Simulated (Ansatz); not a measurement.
This Fe₃Pt₂ structure is the end of a relaxation. The cell was found from a structure generator's guess, not taken from experiment.

The calculation used Ansatz 0.2.0, DFT PBE, scalar-relativistic, plane waves, PAW. Cutoff 420 eV, Γ-centred mesh, Gaussian smearing, collinear spin.

```cif
data_structure
_symmetry_space_group_name_H-M 'P 1'
_symmetry_Int_Tables_number 1
_cell_length_a 9.5105
_cell_length_b 9.5105
_cell_length_c 9.5105
_cell_angle_alpha 163.604
_cell_angle_beta 163.604
_cell_angle_gamma 23.268
_cell_volume 68.53
loop_
_atom_site_label
_atom_site_type_symbol
_atom_site_fract_x
_atom_site_fract_y
_atom_site_fract_z
_atom_site_occupancy
Fe1 Fe 0.00000 0.00000 0.00000 1
Fe2 Fe 0.20276 0.20276 0.00000 1
Fe3 Fe 0.79724 0.79724 0.00000 1
Pt1 Pt 0.60235 0.60235 0.00000 1
Pt2 Pt 0.39765 0.39765 0.00000 1
```

Formation energies are uncorrected and refer to the elements' standard structures at the same level.

Question: Find its symmetry and describe it.

Answer: I4/mmm (No. 139), with Fe and Pt ordered on fcc sites. Conventional cell: a = 2.712 Å, c = 18.630 Å. Fe on a site of symmetry 4/mmm is surrounded by 8 Pt at 2.70 Å and 4 Fe at 2.71 Å; Fe on a site of symmetry 4mm is surrounded by 8 Fe at 2.60–2.71 Å and 4 Pt at 2.68 Å; Pt is surrounded by 8 Fe at 2.68–2.70 Å and 4 Pt at 2.71 Å.

Question: How far does it lie from the elements in energy?

Answer: −0.15 eV/atom. Whether it is stable depends on the other phases of the system, which aren't compared here.

Question: Is it a metal?

Answer: Yes, bands cross the Fermi level on the 20×20×20 mesh.

Question: Which magnetic moments does it keep?

Answer: 1.87 μB per atom net, the space between the atoms included; by site: Fe 3.0, 2.9 (×2); Pt 0.4 (×2) μB.

The last run used collinear spin, a 20×20×20 mesh for its 5-atom cell and Gaussian smearing of 0.10 eV. Spin–orbit coupling, which can matter for Pt, is left out. The magnetic state reached may not be the lowest. A structure relaxed within its symmetry needn't be a true minimum.
